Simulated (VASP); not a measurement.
# Al2O3 (Corundum) (R-3c) in VASP: settings compared, part 3 of 4

VASP 6.6.1. Earlier steps stand in the parts before.

## Step 4: Band structure, PBE

File POSCAR:

```
Al2O3
1.0
    2.3802500000      1.3742379782      4.3318666667
   -2.3802500000      1.3742379782      4.3318666667
    0.0000000000     -2.7484759565      4.3318666667
Al O
4 6
Direct
    0.8521600000      0.8521600000      0.8521600000
    0.6478400000      0.6478400000      0.6478400000
    0.1478400000      0.1478400000      0.1478400000
    0.3521600000      0.3521600000      0.3521600000
    0.0566800000      0.7500000000      0.4433200000
    0.7500000000      0.4433200000      0.0566800000
    0.4433200000      0.0566800000      0.7500000000
    0.9433200000      0.2500000000      0.5566800000
    0.2500000000      0.5566800000      0.9433200000
    0.5566800000      0.9433200000      0.2500000000
```

File INCAR.step1:

```
PREC     = Accurate       # precision mode
ENCUT    = 500            # plane-wave cutoff, eV
EDIFF    = 1E-6           # SCF threshold, eV
ISMEAR   = -1             # smearing method
SIGMA    = 0.05           # smearing width, eV
LREAL    = F              # projectors in reciprocal space
LASPH    = T              # aspherical terms in the spheres
NELM     = 60             # most SCF steps
ALGO     = Fast           # electronic algorithm
ISIF     = 2              # what is computed and relaxed
LWAVE    = F              # write WAVECAR
LCHARG   = T              # write CHGCAR
GGA      = PE             # functional
```

File KPOINTS.step1:

```
regular mesh
0
Gamma
  7 7 7
```

File INCAR.step2:

```
PREC     = Accurate       # precision mode
ENCUT    = 500            # plane-wave cutoff, eV
EDIFF    = 1E-6           # SCF threshold, eV
ISMEAR   = 0              # smearing method
SIGMA    = 0.05           # smearing width, eV
LREAL    = F              # projectors in reciprocal space
LASPH    = T              # aspherical terms in the spheres
NELM     = 60             # most SCF steps
ALGO     = Fast           # electronic algorithm
ISIF     = 2              # what is computed and relaxed
LWAVE    = F              # write WAVECAR
LCHARG   = F              # write CHGCAR
GGA      = PE             # functional
ICHARG   = 11             # starting density
```

File KPOINTS.step2:

```
path GLB1,BZGX,QFP1Z,LP
15
line-mode
reciprocal
 0.0000000000  0.0000000000  0.0000000000  G
 0.5000000000  0.0000000000  0.0000000000  L

 0.5000000000  0.0000000000  0.0000000000  L
 0.5000000000  0.2337604794 -0.2337604794  B1

 0.7662395206  0.5000000000  0.2337604794  B
 0.5000000000  0.5000000000  0.5000000000  Z

 0.5000000000  0.5000000000  0.5000000000  Z
 0.0000000000  0.0000000000  0.0000000000  G

 0.0000000000  0.0000000000  0.0000000000  G
 0.3668802397  0.0000000000 -0.3668802397  X

 0.6331197603  0.3668802397  0.0000000000  Q
 0.5000000000  0.5000000000  0.0000000000  F

 0.5000000000  0.5000000000  0.0000000000  F
 0.6331197603  0.6331197603  0.2337604794  P1

 0.6331197603  0.6331197603  0.2337604794  P1
 0.5000000000  0.5000000000  0.5000000000  Z

 0.5000000000  0.0000000000  0.0000000000  L
 0.7662395206  0.3668802397  0.3668802397  P
```

Potentials or basis: VASP PAW PBE potentials, release 54 (Al, O).

Launch:

```console
$ cat potpaw_PBE.54/Al/POTCAR potpaw_PBE.54/O/POTCAR > POTCAR
$ cp INCAR.step1 INCAR
$ cp KPOINTS.step1 KPOINTS
$ mpirun -np 1 vasp_std > vasp.out
$ cp INCAR.step2 INCAR
$ cp KPOINTS.step2 KPOINTS
$ mpirun -np 1 vasp_std > vasp.out
```

OUTCAR:

```text
PREC = Accurate
   ENCUT = 500
   EDIFF = 1E-6
   ISMEAR = 0
   LREAL = F
   LASPH = T
   NELM = 60
   ISIF = 2
   GGA = PE
   ICHARG = 11

 ion  position               nearest neighbor table
   1  0.852  0.852  0.852-   8 1.85   9 1.85  10 1.85   6 1.97   7 1.97   5 1.97   2 2.66   3 2.79
                             3 2.79   3 2.79   2 3.22   2 3.22   2 3.22
   2  0.648  0.648  0.648-   9 1.85   8 1.85  10 1.85   5 1.97   7 1.97   6 1.97   1 2.66   4 2.79
                             4 2.79   4 2.79   1 3.22   1 3.22   1 3.22
   3  0.148  0.148  0.148-   5 1.85   6 1.85   7 1.85   9 1.97  10 1.97   8 1.97   4 2.66   1 2.79
                             1 2.79   1 2.79   4 3.22   4 3.22   4 3.22
   4  0.352  0.352  0.352-   6 1.85   5 1.85   7 1.85   8 1.97  10 1.97   9 1.97   3 2.66   2 2.79
                             2 2.79   2 2.79   3 3.22   3 3.22   3 3.22
   5  0.057  0.750  0.443-   3 1.85   4 1.85   2 1.97   1 1.97
   6  0.750  0.443  0.057-   4 1.85   3 1.85   1 1.97   2 1.97
   7  0.443  0.057  0.750-   3 1.85   4 1.85   1 1.97   2 1.97
   8  0.943  0.250  0.557-   1 1.85   2 1.85   4 1.97   3 1.97
   9  0.250  0.557  0.943-   2 1.85   1 1.85   3 1.97   4 1.97
  10  0.557  0.943  0.250-   1 1.85   2 1.85   3 1.97   4 1.97

  LATTYP: Found a trigonal (rhomboedric) cell.
 ALAT       =     5.1302230849
 COS(alpha) =     0.5694707703

  Lattice vectors:

 A1 = (   2.3802500000,   1.3742379782,   4.3318666667)
 A2 = (  -2.3802500000,   1.3742379782,   4.3318666667)
 A3 = (   0.0000000000,  -2.7484759565,   4.3318666667)

Analysis of symmetry for initial positions (statically):
=====================================================================
 Subroutine PRICEL returns:
 Original cell was already a primitive cell.

 Routine SETGRP: Setting up the symmetry group for a
 trigonal (rhombohedral) supercell.

 Subroutine GETGRP returns: Found 12 space group operations
 (whereof  6 operations were pure point group operations)
 out of a pool of 12 trial point group operations.

The static configuration has the point symmetry S_6 .
 The point group associated with its full space group is D_3d.

Analysis of symmetry for dynamics (positions and initial velocities):
=====================================================================
 Subroutine PRICEL returns:
 Original cell was already a primitive cell.

 Routine SETGRP: Setting up the symmetry group for a
 trigonal (rhombohedral) supercell.

 Subroutine GETGRP returns: Found 12 space group operations
 (whereof  6 operations were pure point group operations)
 out of a pool of 12 trial point group operations.

The dynamic configuration has the point symmetry S_6 .
 The point group associated with its full space group is D_3d.

 Subroutine INISYM returns: Found 12 space group operations
 (whereof  6 operations are pure point group operations),
 and found     1 'primitive' translations

----------------------------------------------------------------------------------------

                                     Primitive cell

  volume of cell :      85.0180

  direct lattice vectors                    reciprocal lattice vectors
     2.380250000  1.374237978  4.331866667     0.210061968  0.121279334  0.076949121
    -2.380250000  1.374237978  4.331866667    -0.210061968  0.121279334  0.076949121
     0.000000000 -2.748475957  4.331866667     0.000000000 -0.242558668  0.076949121

  length of vectors
     5.130223085  5.130223085  5.130223085     0.254471756  0.254471756  0.254471756
[... 72 lines left out ...]
   k-points           NKPTS =    135   k-points in BZ     NKDIM =    135   number of bands    NBANDS=     30
   number of dos      NEDOS =    301   number of ions     NIONS =     10
   total plane-waves  NPLWV =  64000
   dimension x,y,z NGX =    40 NGY =   40 NGZ =   40
   dimension x,y,z NGXF=    80 NGYF=   80 NGZF=   80
   ions per type =               4   6
   NGX,Y,Z   is equivalent  to a cutoff of  12.96, 12.96, 12.96 a.u.
   NGXF,Y,Z  is equivalent  to a cutoff of  25.92, 25.92, 25.92 a.u.
[... 20 lines left out ...]
   PSTRESS=    0.0 pullay stress
   NELECT =      48.0000    total number of electrons
   NUPDOWN=      -1.0000    fix difference up-down
   EMIN   =  10.00;   EMAX   =-10.00  energy-range for DOS
   EFERMI =   0.00;   METHOD = LEGACY
   ISMEAR =     0;   SIGMA  =   0.05  broadening in eV -4-tet -1-fermi 0-gaus
   EFERMI_NEDOS =   21; number of points for ismear=-14 and -15
   IALGO  =     68    algorithm
   IMIX   =      4    mixing-type and parameters
     AMIX     =   0.40;   BMIX     =  1.00
     AMIX_MAG =   1.60;   BMIX_MAG =  1.00
  volume/ion in A,a.u.               =       8.50        57.37
  Fermi-wavevector in a.u.,A,eV,Ry     =   1.353064  2.556920 24.909299  1.830782
  Thomas-Fermi vector in A             =   2.480350
   LORBIT       =      0    0 simple, 1 ext, 2 COOP (PROOUT), +10 PAW based schemes
   GGA     = PE    functional components
   LHFCALC =     F    Hartree Fock is set to
   AEXX    =    0.0000 exact exchange contribution
   IVDW    =     0    specifies the selected vdW correction
   LEPSILON=     F    determine dielectric tensor
   LRPA    =     F    only Hartree local field effects (RPA)
 non-spin polarized calculation
 RMM-DIIS sequential band-by-band and
 Gauss-broadening in eV      SIGMA  =   0.05
  energy-cutoff  :      500.00
  volume of cell :       85.02
 maximum number of plane-waves:      2177
 NGX is ok and might be reduce to    40

 number of electron      48.0000013 magnetization

 Free energy of the ion-electron system (eV)
  ---------------------------------------------------
  ext. energy  EPLUGINS =         0.00000000
  ---------------------------------------------------
  free energy    TOTEN  =       -74.87645775 eV

  energy without entropy =      -74.87645775  energy(sigma->0) =      -74.87645775

 E-fermi :   6.4081     XC(G=0): -11.6856

 val. band max:        6.1427301183   @ k =   0.0000   0.0000   0.0000
 cond. band min:      12.3582469534   @ k =   0.0000   0.0000   0.0000
 fundamental gap:      6.2155168351
 Fermi energy:         6.4080827463

 k-point     1 :       0.0000    0.0000    0.0000
  band No.  band energies     occupation
      1     -13.1022      2.00000
      2     -10.7679      2.00000
      3     -10.4895      2.00000
      4     -10.4895      2.00000
      5     -10.1748      2.00000
      6     -10.1748      2.00000
[... 781 lines left out ...]
     29      16.8411      0.00000
     30      16.8412      0.00000

 [... further k-points ...]
[... 5 lines left out ...]
  --------------------------------------------------------------------------------------
  -------------------------------------------------------------------------------------
  Total        3.3612606      3.3612606      3.2357771      0.0000000     -0.0000000      0.0000000
  in kB       63.3434786     63.3434786     60.9787241      0.0000000     -0.0000000      0.0000000
  external PRESSURE =      62.5552271 kB  Pullay stress =       0.0000000 kB

 VOLUME and BASIS-vectors are now :
 -----------------------------------------------------------------------------
  energy-cutoff  :      500.00
  volume of cell :       85.02
      direct lattice vectors                 reciprocal lattice vectors
     2.380250000  1.374237978  4.331866667     0.210061968  0.121279334  0.076949121
    -2.380250000  1.374237978  4.331866667    -0.210061968  0.121279334  0.076949121
     0.000000000 -2.748475957  4.331866667     0.000000000 -0.242558668  0.076949121

 POSITION                                       TOTAL-FORCE (eV/Angst)
 -----------------------------------------------------------------------------------
      0.00000     -0.00000     11.07433         0.000000      0.000000     -0.021118
      0.00000     -0.00000      8.41907         0.000000     -0.000000      0.021118
      0.00000     -0.00000      1.92127         0.000000     -0.000000      0.021118
      0.00000     -0.00000      4.57653         0.000000      0.000000     -0.021118
     -1.65027     -0.10988      5.41483        -0.001469     -0.002545     -0.000000
      0.72998      1.48412      5.41483        -0.001469      0.002545     -0.000000
      0.92030     -1.37424      5.41483         0.002938      0.000000     -0.000000
      1.65027      0.10988      7.58077         0.001469      0.002545     -0.000000
     -0.72998     -1.48412      7.58077         0.001469     -0.002545     -0.000000
     -0.92030      1.37424      7.58077        -0.002938      0.000000     -0.000000
 -----------------------------------------------------------------------------------
    total drift:                               -0.000000     -0.000000      0.000000

  FREE ENERGIE OF THE ION-ELECTRON SYSTEM (eV)
  ---------------------------------------------------
  free  energy   TOTEN  =       -74.8764577515 eV

  energy  without entropy=      -74.8764577515  energy(sigma->0) =      -74.87645775
```

Run time: 5 min. Hardware: 1 thread of AMD EPYC 9R14 (Zen 4), shared host; peak memory 0.34 GiB.

Results:

```yaml
Band_gap_on_the_k_mesh: 6.22 eV, direct
Band_gap_along_the_path: 6.22 eV, direct
```

Levels at the corners of the path, in eV from the valence-band top:
| point | band 22 | band 23 | band 24 | band 25 | band 26 | band 27 |
| --- | --- | --- | --- | --- | --- | --- |
| Γ | -0.04 | -0.04 | 0.00 | 6.22 | 9.14 | 10.73 |
| L | -0.91 | -0.27 | -0.27 | 9.47 | 9.47 | 9.63 |
| L | -0.91 | -0.27 | -0.27 | 9.47 | 9.47 | 9.63 |
| B1 | -0.85 | -0.51 | -0.51 | 9.70 | 9.70 | 10.12 |
| B | -0.85 | -0.51 | -0.51 | 9.70 | 9.70 | 10.12 |
| Z | -0.38 | -0.38 | -0.38 | 8.67 | 8.67 | 11.08 |
| Z | -0.38 | -0.38 | -0.38 | 8.67 | 8.67 | 11.08 |
| Γ | -0.04 | -0.04 | 0.00 | 6.22 | 9.14 | 10.73 |
| Γ | -0.04 | -0.04 | 0.00 | 6.22 | 9.14 | 10.73 |
| X | -0.84 | -0.56 | -0.29 | 9.50 | 9.54 | 9.75 |
| Q | -0.84 | -0.56 | -0.29 | 9.50 | 9.54 | 9.75 |
| F | -0.92 | -0.74 | -0.26 | 9.64 | 9.72 | 9.93 |
| F | -0.92 | -0.74 | -0.26 | 9.64 | 9.72 | 9.93 |
| P1 | -0.86 | -0.75 | -0.47 | 9.73 | 9.93 | 10.20 |
| P1 | -0.86 | -0.75 | -0.47 | 9.73 | 9.93 | 10.20 |
| Z | -0.38 | -0.38 | -0.38 | 8.67 | 8.67 | 11.08 |
| L | -0.91 | -0.27 | -0.27 | 9.47 | 9.47 | 9.63 |
| P | -0.86 | -0.75 | -0.47 | 9.73 | 9.93 | 10.20 |

Caveat: the log is that of the step along the path at fixed density, whose energy, stress, charges and moments have no meaning.

## Step 5: Equation of state, PBE+D3(BJ), 8.24 Å³/atom (a relaxed cell with its volume scaled by 0.96)

File INCAR:

```
ALGO = Normal
EDIFF = 1E-6
ENCUT = 520
GGA = PE
ISIF = 2
ISMEAR = 0
IVDW = 12
KPAR = 4
LASPH = T
LCHARG = F
LREAL = F
LWAVE = F
NELM = 60
PREC = Accurate
SIGMA = 0.02
```

File KPOINTS:

```
k-points
0
Gamma
  6 6 6
```

File POSCAR:

```
Al2O3                                   
1.0
    2.3562625875      1.3603888391      4.2842004866
   -2.3562625875      1.3603888391      4.2842004866
   -0.0000000000     -2.7207776783      4.2842004866
  Al              O             
     4     6
Direct
     0.8520943334105193    0.8520943334105193    0.8520943334105193
     0.6479056665894807    0.6479056665894807    0.6479056665894807
     0.1479056665894806    0.1479056665894806    0.1479056665894806
     0.3520943334105194    0.3520943334105194    0.3520943334105194
     0.0563940824840795    0.7500000000000000    0.4436059175159205
     0.7500000000000000    0.4436059175159205    0.0563940824840795
     0.4436059175159205    0.0563940824840795    0.7500000000000000
     0.9436059175159205    0.2500000000000000    0.5563940824840795
     0.2500000000000000    0.5563940824840795    0.9436059175159205
     0.5563940824840795    0.9436059175159205    0.2500000000000000
```

Potentials or basis: VASP PAW PBE potentials, release 64 (Al, O).

Launch:

```console
$ cat potpaw_PBE.64/Al/POTCAR potpaw_PBE.64/O/POTCAR > POTCAR
$ mpirun -np 4 vasp_std > vasp.out
```

Wall time 33 s (4 MPI ranks of AMD EPYC 7R13 (Zen 3), shared host); peak memory 0.26 GiB.

Results (log left out):

| Property | Result |
| --- | --- |
| Free energy | -77.0057 eV |
| Pressure | 11.0 GPa |
| Largest force | 0.046 eV/Å |
| Band gap on the k mesh | 6.61 eV, direct |
| Dispersion energy per atom | -0.244 eV |

## Step 6: Equation of state, PBE+D3(BJ), 8.41 Å³/atom (a relaxed cell with its volume scaled by 0.98)

INCAR is that of step 5.

KPOINTS is that of step 5.

Changes to POSCAR since step 5:

```diff
@@ -2,5 +2,5 @@
 1.0
-    2.3562625875      1.3603888391      4.2842004866
-   -2.3562625875      1.3603888391      4.2842004866
-   -0.0000000000     -2.7207776783      4.2842004866
+    2.3725131878      1.3697711276      4.3137476305
+   -2.3725131878      1.3697711276      4.3137476305
+   -0.0000000000     -2.7395422553      4.3137476305
   Al              O
```

Potentials or basis: VASP PAW PBE potentials, release 64 (Al, O).

Launch:

```console
$ cat potpaw_PBE.64/Al/POTCAR potpaw_PBE.64/O/POTCAR > POTCAR
$ mpirun -np 4 vasp_std > vasp.out
```

Wall time 35 s (4 MPI ranks of AMD EPYC 7R13 (Zen 3), shared host); peak memory 0.26 GiB.

It converged, with:

```
Free energy                : -77.0959 eV
Pressure                   : 5.4 GPa
Largest force              : 0.024 eV/Å
Band gap on the k mesh     : 6.35 eV, direct
Dispersion energy per atom : -0.239 eV
```

## Step 7: Equation of state, PBE+D3(BJ), 8.58 Å³/atom

INCAR is that of step 6.

KPOINTS is that of step 6.

Changes to POSCAR since step 6:

```diff
@@ -2,5 +2,5 @@
 1.0
-    2.3725131878      1.3697711276      4.3137476305
-   -2.3725131878      1.3697711276      4.3137476305
-   -0.0000000000     -2.7395422553      4.3137476305
+    2.3885441686      1.3790266187      4.3428954581
+   -2.3885441686      1.3790266187      4.3428954581
+   -0.0000000000     -2.7580532374      4.3428954581
   Al              O
```

Launch:

```console
$ cat potpaw_PBE.64/Al/POTCAR potpaw_PBE.64/O/POTCAR > POTCAR
$ mpirun -np 4 vasp_std > vasp.out
```

Wall time 37 s (4 MPI ranks of AMD EPYC 7R13 (Zen 3), shared host); peak memory 0.26 GiB.

It converged, with:

```
Free energy                : -77.1287 eV
Pressure                   : 0.3 GPa
Largest force              : 0.005 eV/Å
Band gap on the k mesh     : 6.09 eV, direct
Dispersion energy per atom : -0.234 eV
```

## Step 8: Equation of state, PBE+D3(BJ), 8.75 Å³/atom (a relaxed cell with its volume scaled by 1.02)

INCAR is that of step 7.

KPOINTS is that of step 7.

Changes to POSCAR since step 7:

```diff
@@ -2,5 +2,5 @@
 1.0
-    2.3885441686      1.3790266187      4.3428954581
-   -2.3885441686      1.3790266187      4.3428954581
-   -0.0000000000     -2.7580532374      4.3428954581
+    2.4043628029      1.3881595114      4.3716571934
+   -2.4043628029      1.3881595114      4.3716571934
+   -0.0000000000     -2.7763190230      4.3716571934
   Al              O
```

Launch:

```console
$ cat potpaw_PBE.64/Al/POTCAR potpaw_PBE.64/O/POTCAR > POTCAR
$ mpirun -np 4 vasp_std > vasp.out
```

Wall time 36 s (4 MPI ranks of AMD EPYC 7R13 (Zen 3), shared host); peak memory 0.25 GiB.

Results (log left out):

* Free energy: -77.1095 eV
* Pressure: -4.3 GPa
* Largest force: 0.017 eV/Å
* Band gap on the k mesh: 5.85 eV, direct
* Dispersion energy per atom: -0.230 eV

(Continued in part 4 of 4.)
